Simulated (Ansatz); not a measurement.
The cell is the one relaxed in the Materials Project (mp-10190), not relaxed further here; entries there can be hypothetical.

An input for Lu: DFT, PBE, all-electron LAPW, scalar-relativistic (Ansatz 0.2.0).

```yaml
crystal:
  lattice:
    - [-1.9541071088, 1.9541071088, 1.9541071088]
    - [1.9541071088, -1.9541071088, 1.9541071088]
    - [1.9541071088, 1.9541071088, -1.9541071088]
  atoms:
    - { symbol: Lu, position: [0.0, 0.0, 0.0] }
kpoints:
  mp_grid: { grid: [15, 15, 15] }
  band_path:
    path:
      - [0.0, 0.0, 0.0]
      - [0.5, -0.5, 0.5]
      - [0.0, 0.0, 0.5]
      - [0.0, 0.0, 0.0]
      - [0.25, 0.25, 0.25]
      - [0.5, -0.5, 0.5]
      - [0.25, 0.25, 0.25]
      - [0.0, 0.0, 0.5]
    npoints: 8
scf:
  occupations: { method: fermi_dirac, width: 0.05 }
hamiltonian:
  xc: pbe
  pseudopotentials: { kind: all_electron, lapw: { basis_error: 0.001 } }
output:
  forces: true
  stress: true
  eigenvalues: true
  fatbands: true
  populations: true
  dos: { projected: true, de: 0.2, e_range: [-14, 8] }
```

Set-up and iterations as logged by Ansatz (the results part is left out, to be predicted):

```
Lu: projections on atomic orbitals take those of the free atom 1s2 2s2 2p6 3s2 3p6 3d10 4s2 4p6 4d10 4f14 5s2 5p6 5d1 6s2, of charge +0.00 (hamiltonian.pseudopotentials.projection_atoms)
LAPW: plane waves up to 6.857 Å⁻¹, error target 1.0e-3 eV per atom; small_component_spin mean_spin; Lu in spheres of 1.692 Å, 35 of its electrons in bands, Dirac shells []
Engine: ansatz 0.2.0
Pseudopotentials: kind: all_electron
Pseudopotential: Lu, LAPW, valence charge 35, Koelling and Harmon's equation, gaussian nucleus
Functional definition: PBE
  parameter kappa = 0.804
  parameter beta = 0.06672455060314922
  exchange = pbe_x(kappa = kappa, mu = beta*pi^2/3)
  correlation = pbe_c(beta = beta)
Crystal: 1 atoms, lattice volume = 29.847 Å³
Basis set: ecut = 179.11763268924972 eV, 177 PW (Γ), exchange–correlation at level 2
Bands: 22, of which v1, the nominal top of the filled ones, is band 18 counted from 1 (17 counted from 0)
Symmetry: 48 space group operations
Space group: Im-3m (ITA 229), of the structure as read, at distance tolerance 3.1e-5 Å
k-points: 120 of 3375
Non-local potential: Lu, projectors of the file, none
Initial density: superposition of atomic densities (chi_scale 0.1, normalization cell)
Initial wavefunctions: plane waves of lowest kinetic energy (no species holds an atomic orbital)
Functional: x = pbe(κ = 0.804, μ = 0.2195149727645171), c = pbe(β = 0.06672455060314922)
iter 1 solved again at ethr=2.12e-4 eV; its pass at ethr=1.00e-1 eV (dr2=7.42e-2 eV) is discarded
SCF iter   1: F=—  HF=-396242.992506 eV  |F-HF|=—  |Δ(HF+E_count)|=         —  Δρ=1.49e-2  dr2=7.44e-2  ethr=2.12e-4  ⟨swp⟩=2.8  Hψ=16748  notcnv=0
SCF iter   2: F=—  HF=-396242.951242 eV  |F-HF|=—  |Δ(HF+E_count)|=   4.13e-2  Δρ=9.31e-3  dr2=3.21e-2  ethr=2.12e-4  ⟨swp⟩=2.0  Hψ=8300  notcnv=0
SCF iter   3: F=—  HF=-396242.929413 eV  |F-HF|=—  |Δ(HF+E_count)|=   2.18e-2  Δρ=8.09e-3  dr2=2.51e-2  ethr=9.16e-5  ⟨swp⟩=2.0  Hψ=7957  notcnv=0
SCF iter   4: F=—  HF=-396242.924877 eV  |F-HF|=—  |Δ(HF+E_count)|=   4.54e-3  Δρ=5.34e-3  dr2=1.17e-2  ethr=7.16e-5  ⟨swp⟩=2.0  Hψ=7390  notcnv=0
SCF iter   5: F=—  HF=-396242.923795 eV  |F-HF|=—  |Δ(HF+E_count)|=   1.08e-3  Δρ=1.76e-3  dr2=1.50e-3  ethr=3.35e-5  ⟨swp⟩=2.0  Hψ=7589  notcnv=0
iter 6 solved again at ethr=1.98e-7 eV; its pass at ethr=4.29e-6 eV (dr2=6.94e-5 eV) is discarded
SCF iter   6: F=—  HF=-396242.923872 eV  |F-HF|=—  |Δ(HF+E_count)|=   7.66e-5  Δρ=3.91e-4  dr2=6.94e-5  ethr=1.98e-7  ⟨swp⟩=2.0  Hψ=13364  notcnv=0
SCF iter   7: F=—  HF=-396242.923873 eV  |F-HF|=—  |Δ(HF+E_count)|=   1.40e-6  Δρ=8.49e-5  dr2=2.44e-6  ethr=1.98e-7  ⟨swp⟩=2.0  Hψ=7961  notcnv=0
SCF iter   8: F=-396242.923874 eV  HF=-396242.923874 eV  |F-HF|=2.19e-8  |Δ(HF+E_count)|=   1.91e-7  Δρ=1.44e-5  dr2=4.12e-8  ethr=6.98e-9  ⟨swp⟩=2.0  Hψ=7961  notcnv=0
```

(1) What pressure will this run report?

(2) Is there a band gap?

Answers

(1) -0.34 GPa (positive in compression).

(2) none: with an odd electron count and no spin polarisation the bands can't all be full, a metal in this set-up (spin order or a larger cell could open a gap).
